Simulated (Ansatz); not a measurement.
**Charge transition levels of the Zr on the Si site in Si, term by term**

Level of theory: DFT PBE, scalar-relativistic, plane waves, PAW in Ansatz. Run with 420 eV cutoff, 2×2×2 k-mesh, shifted by half a step, Gaussian smearing of 0.02 eV, collinear spin in charge +1, -1 alone.

Host crystal, relaxed:

```xyz
4
Lattice="3.8513 0.0000 0.0000 -1.9256 3.3353 0.0000 0.0000 0.0000 6.3650" Properties=species:S:1:pos:R:3 pbc="T T T"
Si    0.0000    2.2235    0.4006
Si    1.9256    1.1118    3.5831
Si    0.0000    2.2235    2.7820
Si    1.9256    1.1118    5.9645
```

The Zr on the Si site was set at (0.333, 0.667, 0.063) of the host cell, in a supercell of 36 sites (736 Å³), relaxed at fixed cell in each charge q, from a start with the atoms near it displaced at random. In charge +1 some atom moved by up to 1.1 Å, so the relaxed defect can differ in kind from the start: near the site, 3 Si at 2.36 Å, 1 Si at 2.38 Å became 1 Si at 2.58 Å, 2 Si at 2.59 Å, 1 Si at 2.84 Å, 1 Si at 2.97 Å (charge +1). The host's Kohn–Sham gap is 0.45 eV and its static dielectric constant 13.0 (mean). For each charge: the supercell's free energy over the neutral one with q electrons exchanged at the valence band top, F(q) − F(0) + qE_v; the image-charge term; and the term that aligns the potential far from the defect with the host's.

```json
{"q": "+1", "F(q) − F(0) + qE_v (eV)": "-0.450", "image charge (eV)": "0.175", "alignment (eV)": "0.146"}
{"q": "0", "F(q) − F(0) + qE_v (eV)": "0.000", "image charge (eV)": "0.000", "alignment (eV)": "0.000"}
{"q": "-1", "F(q) − F(0) + qE_v (eV)": "0.743", "image charge (eV)": "0.175", "alignment (eV)": "-0.286"}
```

Q: Add the terms and find the levels between neighbouring charges, ε(q/q′) = [A(q′) − A(q)]/(q − q′), with and without the two corrections.

A: A(q): -0.129 eV for +1, 0.000 eV for 0, 0.632 eV for -1.
```
 level corrected (eV over E_v) uncorrected (eV)
(+1/0)                     0.13              0.45
(0/-1)                     0.63              0.74
```

As a check, a point charge in a simple cubic cell of this volume has q²αe²/(2εL) = 0.174 q² eV (e² = 14.40 eV Å, α = 2.837, L = 9.03 Å); the shape of the real cell and the anisotropy of ε can change it somewhat. The term grows as q², so it pushes donor levels down and acceptor levels up. The program doubts the alignment for q = +1, -1, so levels beside it are uncertain by about that term.

Q: Which of these charges is lowest with the Fermi level at the valence band top, at mid-gap and at the conduction band bottom?

A: The line A(q) + qE_F that lies lowest gives the charge: +1 at E_F = 0.00 eV, 0 at E_F = 0.23 eV, 0 at E_F = 0.45 eV. (0/-1) falls outside this Kohn–Sham gap, so the change of charge isn't reached within it; the real gap is usually wider and may hold a localised level, while a level that comes from a carrier in the host's bands only marks the band edge and moves with it. In charge +1, -1 the cell has partly filled levels, from a carrier spread over the host's bands, a defect level that the small cell broadens into a band, or a degenerate defect level, so the levels beside it are doubtful. In charge -1 the extra carrier sits in the host's bands, sampled away from their edge; a term of -0.16 eV would put the level beside it at that edge (it also undoes corrections that don't apply to a spread carrier) and isn't included above. Charges beyond those computed could lie lower near the band edges.

Q: The neutral defect forms at 2.28 eV with atoms taken from and returned to the elements. What are the formation energies at those three Fermi levels, and what share of sites would hold the defect at 1200 K with E_F at mid-gap, if the host still stood at that temperature?

A: E_f = E_f(0) + A(q) + qE_F = 2.16, 2.28, 2.28 eV. In the dilute limit the share is exp(−E_f/k_BT) = exp(−2.285/0.1034) = 2.5×10⁻¹⁰, leaving out degeneracy and vibrational entropy. Both elements stand at their elemental potentials, a limit that the host or competing compounds often put out of reach. The small cell and the narrow Kohn–Sham gap leave errors of tenths of an eV or more, which change the share by orders of magnitude.

This form isn't the element's structure at ambient conditions.